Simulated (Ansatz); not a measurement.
## Te2Mo monolayer (2H) under uniaxial strain along the armchair direction, normal to a, with the width clamped

Wanted: the shifts of the zone-centre modes of Te2Mo monolayer (2H) with strain.

Program: Ansatz 0.2.0. Level of theory: DFT PBEsol, scalar-relativistic, plane waves, PAW; PAW set soft_1. Results are calculated unless marked as measured.

Report form: the programs' logs are mostly left out.

### 1. The starting structure

The cell holds 3 atoms: 1 Mo and 2 Te. Cell: a = 3.530 Å, b = 3.530 Å, c = 31.000 Å, α = 90.0°, β = 90.0°, γ = 120.0°. Vacuum lies along c. The height across the vacuum is the one that the program set for its solve, not the one typed.

### 2. Bringing the structure to rest

The cell and atoms are relaxed, since residual forces and stress would shift the frequencies. The program lengthens the typed cell of 20.0 Å along the normal to 31.0 Å, as its cut-off of the electrostatics needs, and moves no atom.

The input, input.yaml:

```yaml
crystal:
  lattice:
    - [3.53, 0.0, 0.0]
    - [-1.765, 3.05707, 0.0]
    - [0.0, 0.0, 20.0]
  atoms:
    - { symbol: Mo, position: [0.333333, 0.666667, 0.5] }
    - { symbol: Te, position: [0.666667, 0.333333, 0.59] }
    - { symbol: Te, position: [0.666667, 0.333333, 0.41] }
  periodic: [true, true, false]
kpoints:
  mp_grid: { grid: [9, 9, 1] }
hamiltonian:
  xc: pbesol
  pseudopotentials: { kind: paw, azcp: { folder: soft_1 }, xc_functional: pbe }
scf:
  occupations: { method: gaussian, width: 0.02 }
output:
  forces: true
  stress: true
  eigenvalues: true
  write_density: true
  write_potential: true
  elf: true
  volumetric_format: npy
relax:
  adjacent_minimum: "off"
  f_tol: 0.005
  max_steps: 80
  cell: { stress_2d_tol: 0.02 }
```

Run with:

```console
> ansatz run input.yaml --threads 4 --pin off --max-ram 16384MiB --backend cpu --events-out ev --progress --plain --runs-dir out
```

Run time: 27 s. Hardware: 4 threads of Arm Neoverse V1, shared host; peak memory 0.63 GiB; 99 s of CPU time.

The steps of the relaxation:

```
step  energy less that of the first step (eV)  largest force component (eV/Å)  volume (Å³)
   1                                   0.0000                          0.1591       334.54
   2                                  -0.0012                          0.3783       325.74
   3                                  -0.0098                          0.0946       324.99
   4                                  -0.0111                          0.0046       327.62
   5                                  -0.0111                          0.0004       327.18
  6*                                  -0.0108                          0.0006       327.18
```

Relaxation steps marked * repeat the geometry before them on a plane-wave basis chosen anew for their cell, so energy and pressure can jump there.

The run keeps the 12 symmetry operations that it works with, so distortions that break them were not tested.

```
cell as run  before  after  change
      a (Å)   3.530  3.491  -1.1 %
      b (Å)   3.530  3.491  -1.1 %
```

The relaxed structure:

```
Mo Te
1.0
     3.49098    0.00000    0.00000
    -1.74549    3.02327    0.00000
     0.00000    0.00000   31.00000
Mo Te
1 2
Direct
  0.33333 0.66667 0.32258
  0.66667 0.33333 0.38075
  0.66667 0.33333 0.26441
```

This step gave:

* gap on the k-mesh: 1.203 eV
* area per atom: 3.518 Å²

Valence density in the ac plane at fractional y = 0.333, with atoms of Te within 0.2 Å of it. It is the smooth field of the valence electrons, not physical close to the nuclei.

Ten steps, logarithmic in the rise over the least value, from '_' (0 e/Å³) to '@' (11 e/Å³), each cell a mean:
```
____________________________
____________________________
____________________________
____________________________
____________________________
____________________________
____________________________
____________________________
____________________________
____________________________
____________________________
____________________________
____________________________
____________..............__
::......::--==##%%@@@@##++--
::::::::::----==******++==--
::------::::::----------::::
::::..::::--==##@@@@@@%%**==
..______....::--======--::::
____________________________
____________________________
____________________________
____________________________
____________________________
```
Columns run along a (3.5 Å), rows up along c (31.0 Å). Atoms in or near the plane, at fractional coordinates: Te at (0.67, 0.38), Te at (0.67, 0.26).

ELF in the ac plane at fractional y = 0.333, with atoms of Te within 0.2 Å of it. It is the smooth field of the valence electrons, not physical close to the nuclei.

Values, 24 rows by 14 columns, each cell a mean:
```
0.00 0.00 0.00 0.00 0.00 0.00 0.00 0.00 0.00 0.00 0.00 0.00 0.00 0.00
0.00 0.00 0.00 0.00 0.00 0.00 0.00 0.00 0.00 0.00 0.00 0.00 0.00 0.00
0.00 0.00 0.00 0.00 0.00 0.00 0.00 0.00 0.00 0.00 0.00 0.00 0.00 0.00
0.00 0.00 0.00 0.00 0.00 0.00 0.00 0.00 0.00 0.00 0.00 0.00 0.00 0.00
0.00 0.00 0.00 0.00 0.00 0.00 0.00 0.00 0.00 0.00 0.00 0.00 0.00 0.00
0.00 0.00 0.00 0.00 0.00 0.00 0.00 0.00 0.00 0.00 0.00 0.00 0.00 0.00
0.00 0.00 0.00 0.00 0.00 0.00 0.00 0.00 0.00 0.00 0.00 0.00 0.00 0.00
0.00 0.00 0.00 0.00 0.00 0.00 0.00 0.00 0.00 0.00 0.00 0.00 0.00 0.00
0.00 0.00 0.00 0.00 0.00 0.00 0.00 0.00 0.00 0.00 0.00 0.00 0.00 0.00
0.00 0.00 0.00 0.00 0.00 0.00 0.00 0.00 0.00 0.00 0.00 0.00 0.00 0.00
0.00 0.00 0.00 0.00 0.00 0.00 0.00 0.00 0.00 0.00 0.00 0.00 0.00 0.00
0.00 0.00 0.00 0.00 0.00 0.00 0.00 0.00 0.00 0.00 0.00 0.00 0.00 0.00
0.01 0.00 0.00 0.00 0.01 0.03 0.06 0.13 0.17 0.19 0.18 0.14 0.09 0.04
0.27 0.09 0.04 0.05 0.19 0.42 0.61 0.73 0.77 0.78 0.77 0.75 0.68 0.54
0.55 0.35 0.20 0.26 0.48 0.57 0.52 0.36 0.24 0.20 0.21 0.31 0.46 0.56
0.39 0.27 0.20 0.23 0.34 0.44 0.46 0.40 0.33 0.29 0.31 0.37 0.44 0.46
0.26 0.21 0.21 0.21 0.24 0.30 0.36 0.37 0.34 0.32 0.33 0.36 0.37 0.34
0.54 0.39 0.25 0.31 0.50 0.54 0.45 0.26 0.13 0.09 0.10 0.20 0.37 0.50
0.43 0.18 0.08 0.11 0.33 0.58 0.70 0.73 0.70 0.69 0.69 0.72 0.72 0.67
0.05 0.02 0.01 0.01 0.03 0.10 0.21 0.34 0.40 0.43 0.42 0.36 0.27 0.16
0.00 0.00 0.00 0.00 0.00 0.00 0.00 0.01 0.01 0.02 0.01 0.01 0.01 0.00
0.00 0.00 0.00 0.00 0.00 0.00 0.00 0.00 0.00 0.00 0.00 0.00 0.00 0.00
0.00 0.00 0.00 0.00 0.00 0.00 0.00 0.00 0.00 0.00 0.00 0.00 0.00 0.00
0.00 0.00 0.00 0.00 0.00 0.00 0.00 0.00 0.00 0.00 0.00 0.00 0.00 0.00
```
Columns run along a (3.5 Å), rows up along c (31.0 Å). Atoms in or near the plane, at fractional coordinates: Te at (0.67, 0.38), Te at (0.67, 0.26).

Electrostatic potential energy in the ac plane at fractional y = 0.333, with atoms of Te within 0.2 Å of it. With pseudopotentials it is smooth inside the atoms' cores, unlike the true potential.

Ten even steps from '_' (-30 eV) to '@' (0 eV), each cell a mean:
```
@@@@@@@@@@@@@@@@@@@@@@@@@@@@
@@@@@@@@@@@@@@@@@@@@@@@@@@@@
@@@@@@@@@@@@@@@@@@@@@@@@@@@@
@@@@@@@@@@@@@@@@@@@@@@@@@@@@
@@@@@@@@@@@@@@@@@@@@@@@@@@@@
@@@@@@@@@@@@@@@@@@@@@@@@@@@@
@@@@@@@@@@@@@@@@@@@@@@@@@@@@
@@@@@@@@@@@@@@@@@@@@@@@@@@@@
@@@@@@@@@@@@@@@@@@@@@@@@@@@@
@@@@@@@@@@@@@@@@@@@@@@@@@@@@
@@@@@@@@@@@@@@@@@@@@@@@@@@@@
@@@@@@@@@@@@@@@@@@@@@@@@@@@@
@@@@@@@@@@@@@@@@@@@@@@@@@@@@
@@@@@@@@@@@@@@@@%%%%%%@@@@@@
##%%@@@@%%++::..==++++::..--
############++==--====--==**
##********######********####
##%%%%%%##++..__==##**::__::
@@@@@@@@@@%%##**++++++**##%%
@@@@@@@@@@@@@@@@@@@@@@@@@@@@
@@@@@@@@@@@@@@@@@@@@@@@@@@@@
@@@@@@@@@@@@@@@@@@@@@@@@@@@@
@@@@@@@@@@@@@@@@@@@@@@@@@@@@
@@@@@@@@@@@@@@@@@@@@@@@@@@@@
```
Columns run along a (3.5 Å; values clipped at the 3rd and 97th percentile), rows up along c (31.0 Å). Atoms in or near the plane, at fractional coordinates: Te at (0.67, 0.38), Te at (0.67, 0.26).

### 3. Tight relaxation

Phonons need small forces and stress, so the relaxation is finished with tight tolerances on 9×9×1 k points.

input.yaml, the sections that differ from step 2:

```yaml
crystal:
  lattice:
    - [3.4909760873, 0.0, 0.0]
    - [-1.7454880436, 3.0232739756, 0.0]
    - [0.0, 0.0, 31.0]
  atoms:
    - { symbol: Mo, position: [0.3333333333, 0.6666666667, 0.3225806452] }
    - { symbol: Te, position: [0.6666666667, 0.3333333333, 0.3807536595] }
    - { symbol: Te, position: [0.6666666667, 0.3333333333, 0.2644076308] }
  periodic: [true, true, false]
scf:
  occupations: { method: fixed }
relax:
  adjacent_minimum: "off"
  f_tol: 0.001
  max_steps: 60
  cell: { stress_2d_tol: 0.002 }
# kpoints, hamiltonian, output: as in step 2
```

Elapsed: 10 s, on 4 threads; peak memory 0.63 GiB.

Little changed from the start: no atom moved by 0.005 Å and no cell edge by 0.1 %.

Electrostatic potential energy in the ac plane at fractional y = 0.333, with atoms of Te within 0.2 Å of it. With pseudopotentials it is smooth inside the atoms' cores, unlike the true potential.

Ten even steps from '0' (-30 eV) to '9' (0 eV), each cell a mean:
```
99999999999999
99999999999999
99999999999999
99999999999999
99999999999999
99999999999999
99999999999999
99999999999999
99999999999999
99999999999999
99999999999999
99999999999999
99999999999999
99999999888999
78998521455213
77777754344346
76666777666677
78887510476202
99999876555678
99999999999999
99999999999999
99999999999999
99999999999999
99999999999999
```
Columns run along a (3.5 Å; values clipped at the 3rd and 97th percentile), rows up along c (31.0 Å). Atoms in or near the plane, at fractional coordinates: Te at (0.67, 0.38), Te at (0.67, 0.26).

Valence density in the ac plane at fractional y = 0.333, with atoms of Te within 0.2 Å of it. It is the smooth field of the valence electrons, not physical close to the nuclei.

Ten steps, logarithmic in the rise over the least value, from '0' (0 e/Å³) to '9' (11 e/Å³), each cell a mean:
```
00000000000000
00000000000000
00000000000000
00000000000000
00000000000000
00000000000000
00000000000000
00000000000000
00000000000000
00000000000000
00000000000000
00000000000000
00000000000000
00000011111110
21112347899753
22222334666543
23332223333322
22122347999864
10001123444322
00000000000000
00000000000000
00000000000000
00000000000000
00000000000000
```
Columns run along a (3.5 Å), rows up along c (31.0 Å). Atoms in or near the plane, at fractional coordinates: Te at (0.67, 0.38), Te at (0.67, 0.26).

ELF in the ac plane at fractional y = 0.333, with atoms of Te within 0.2 Å of it. It is the smooth field of the valence electrons, not physical close to the nuclei.

Ten even steps from '_' (0.00) to '@' (0.78), each cell a mean:
```
____________________________
____________________________
____________________________
____________________________
____________________________
____________________________
____________________________
____________________________
____________________________
____________________________
____________________________
____________________________
______________..::::::....__
--..____::++##@@@@@@@@@@%%**
##==::--**##**==--::::--++##
==--::::==++++++==----==++++
--::::::----================
**++----****++--......::==**
++::__..==##@@@@@@%%%%@@@@%%
__________..::==++++++==--::
____________________________
____________________________
____________________________
____________________________
```
Columns run along a (3.5 Å), rows up along c (31.0 Å). Atoms in or near the plane, at fractional coordinates: Te at (0.67, 0.38), Te at (0.67, 0.26).

The largest force component left is 0.56 meV/Å, within the tolerances set.

### 4. Modes at rest

The force constants come from the linear response of the density to a displacement.

The modes at rest are the reference of the series.

input.yaml: that of step 3 with these lines changed.

```diff
@@ -18,13 +18,4 @@
 output:
-  forces: true
-  stress: true
   eigenvalues: true
-  write_density: true
-  write_potential: true
-  elf: true
-  volumetric_format: npy
-relax:
-  adjacent_minimum: "off"
-  f_tol: 0.001
-  max_steps: 60
-  cell: { stress_2d_tol: 0.002 }
+phonons:
+  method: dfpt
```

Run time: 52 s. Hardware: 4 threads; peak memory 1.2 GiB; 3.3 min of CPU time.

Numbers from this step:

```yaml
sum_rule_residual_before_enforcement: 1.25e-4 eV/Å²
point_group: -6m2
highest_optical_mode_at_the_zone_centre_no_lo_to_term: 295.3 cm⁻¹
lowest_optical_zone_centre_mode: 118.2 cm⁻¹
```

Without the LO-TO term. Patterns of degenerate modes are one choice out of their space. Modes at Γ, with each element's share of the kinetic energy:

```
mode  frequency (cm⁻¹)  symmetry  Mo %  Te %
   1               0.0  acoustic    27    73
   2               0.0  acoustic    27    73
   3               0.0  acoustic    27    73
   4             118.2       E''     0   100
   5             118.2       E''     0   100
   6             173.3       A1'     0   100
   7             238.2        E'    73    27
   8             238.2        E'    73    27
   9             295.3      A2''    73    27
```

Displacements in mode 5 (118.2 cm⁻¹), the largest set to 1:
```
Mo1  0.00  0.00  0.00
Te2 -0.04  1.00  0.00
Te3  0.04 -1.00  0.00
```

Displacements in mode 7 (238.2 cm⁻¹), the largest set to 1:
```
Mo1  0.00  1.00  0.00
Te2  0.00 -0.38  0.00
Te3  0.00 -0.38  0.00
```

Before it was imposed, the acoustic sum rule was missed by 1.3e-4 eV/Å². Small misses are needed for a sound result but don't prove that mesh and cutoff are converged. The lowest optical mode is real, 118 cm⁻¹.

### 5. A member of the series: uniaxial strain of +5 % along the armchair direction, normal to a, with the width clamped

The cell takes a uniaxial strain of +5 % along the armchair direction, normal to a, with the width clamped. The cell is held, and the atoms relax in it.

input.yaml, the sections that differ from step 4:

```yaml
crystal:
  lattice:
    - [3.4909760873, 0.0, 0.0]
    - [-1.7454880436, 3.1744376746, 0.0]
    - [0.0, 0.0, 31.0]
  atoms:
    - { symbol: Mo, position: [0.3352921442, 0.6705842886, 0.3225806452] }
    - { symbol: Te, position: [0.6656872611, 0.3313745224, 0.3798921805] }
    - { symbol: Te, position: [0.6656872611, 0.3313745224, 0.2652691099] }
  periodic: [true, true, false]
scf:
  occupations: { method: gaussian, width: 0.02 }
output:
  forces: true
  stress: true
  eigenvalues: true
relax:
  adjacent_minimum: "off"
  f_tol: 0.001
  max_steps: 60
# kpoints, hamiltonian: as in step 4
# phonons: removed
```

Wall time 28 s (4 threads); peak memory 0.72 GiB.

Relaxation path:

```
step  energy less that of the first step (eV)  largest force component (eV/Å)
   1                                   0.0000                          0.0887
   2                                   0.0047                          0.2698
   3                                  -0.0007                          0.0039
   4                                  -0.0007                          0.0007
```

Relaxation step 2 was tried and not accepted.

Forces are held to the 4 operations that the run works with; a distortion that breaks them can't arise in this run.

Final coordinates:

```
Mo Te
1.0
     3.49098    0.00000    0.00000
    -1.74549    3.17444    0.00000
     0.00000    0.00000   31.00000
Mo Te
1 2
Direct
  0.33572 0.67144 0.32258
  0.66547 0.33095 0.37968
  0.66547 0.33095 0.26548
```

Numbers from this step:

* gap on the k-mesh: 0.9892 eV
* area per atom: 3.694 Å²

The largest force component left is 0.73 meV/Å.

### 6. Zone-centre modes of the member: uniaxial strain of +5 % along the armchair direction, normal to a, with the width clamped

The zone-centre modes follow for uniaxial strain of +5 % along the armchair direction, normal to a, with the width clamped.

input.yaml, the sections that differ from step 5:

```yaml
crystal:
  lattice:
    - [3.4909760873, 0.0, 0.0]
    - [-1.7454880436, 3.1744376746, 0.0]
    - [0.0, 0.0, 31.0]
  atoms:
    - { symbol: Mo, position: [0.335720094, 0.6714401881, 0.3225806452] }
    - { symbol: Te, position: [0.6654732862, 0.3309465726, 0.3796808638] }
    - { symbol: Te, position: [0.6654732862, 0.3309465726, 0.2654804266] }
  periodic: [true, true, false]
scf:
  occupations: { method: fixed }
output:
  eigenvalues: true
phonons:
  method: dfpt
# kpoints, hamiltonian: as in step 5
# relax: removed
```

Elapsed: 78 s, on 4 threads; peak memory 1.3 GiB.

Numbers from this step:

| Property | Result |
| --- | --- |
| sum-rule residual before enforcement | 2.65e-4 eV/Å² |
| point group | mm2 |
| highest optical mode at the zone centre (no LO-TO term) | 290.7 cm⁻¹ |
| lowest optical zone-centre mode | 115.8 cm⁻¹ |

Without the LO-TO term. Patterns of degenerate modes are one choice out of their space. The modes at Γ (shares of kinetic energy by element, %):

```
mode  frequency (cm⁻¹)  symmetry  Mo %  Te %
   1               0.0  acoustic    27    73
   2               0.0  acoustic    27    73
   3               0.0  acoustic    27    73
   4             115.8        B1     0   100
   5             117.3        A2     0   100
   6             172.3        A1     0   100
   7             231.3        A1    72    28
   8             236.5        B2    73    27
   9             290.7        B1    73    27
```

The lowest optical mode is real, 116 cm⁻¹, and the highest lies at 290.7 cm⁻¹.

### 7. A member of the series: uniaxial strain of -3 % along the armchair direction, normal to a, with the width clamped

The cell takes a uniaxial strain of -3 % along the armchair direction, normal to a, with the width clamped. The cell is held, and the atoms relax in it.

input.yaml, the sections that differ from step 6:

```yaml
crystal:
  lattice:
    - [3.4909760873, 0.0, 0.0]
    - [-1.7454880436, 2.9325757565, 0.0]
    - [0.0, 0.0, 31.0]
  atoms:
    - { symbol: Mo, position: [0.3321974852, 0.6643949705, 0.3225806452] }
    - { symbol: Te, position: [0.6672345907, 0.3344691814, 0.381193912] }
    - { symbol: Te, position: [0.6672345907, 0.3344691814, 0.2639673784] }
  periodic: [true, true, false]
scf:
  occupations: { method: gaussian, width: 0.02 }
output:
  forces: true
  stress: true
  eigenvalues: true
relax:
  adjacent_minimum: "off"
  f_tol: 0.001
  max_steps: 60
# kpoints, hamiltonian: as in step 6
# phonons: removed
```

It took 31 s on 4 threads; peak memory 0.69 GiB.

Relaxation path:

```
step  energy less that of the first step (eV)  largest force component (eV/Å)
   1                                   0.0000                          0.0991
   2                                   0.0048                          0.2604
   3                                  -0.0009                          0.0023
   4                                  -0.0009                          0.0057
   5                                  -0.0009                          0.0000
```

Relaxation steps 2, 4 were tried and not accepted.

Forces are held to the 4 operations that the run works with; a distortion that breaks them can't arise in this run.

Final coordinates:

```cif
data_structure
_symmetry_space_group_name_H-M 'P 1'
_symmetry_Int_Tables_number 1
_cell_length_a 3.4910
_cell_length_b 3.4127
_cell_length_c 31.0000
_cell_angle_alpha 90.000
_cell_angle_beta 90.000
_cell_angle_gamma 120.761
_cell_volume 317.36
loop_
_atom_site_label
_atom_site_type_symbol
_atom_site_fract_x
_atom_site_fract_y
_atom_site_fract_z
_atom_site_occupancy
Mo1 Mo 0.33158 0.66317 0.32258 1
Te2 Te 0.66754 0.33508 0.38141 1
Te3 Te 0.66754 0.33508 0.26375 1
```

Numbers from this step:

```
gap on the k-mesh : 1.252 eV
area per atom     : 3.413 Å²
```

The largest force component left is 0.028 meV/Å.

[end of part 1 of 2]

[Logs are printed without paths, hosts, clocks, repeated set-up lines and the standing remarks that a program may print on its own settings, such as how far it seeks lower states.]

[Hosts, paths, dates, database ids (printed as entryN), source tags and the programs' standing remarks are cut or masked in the printed files.]
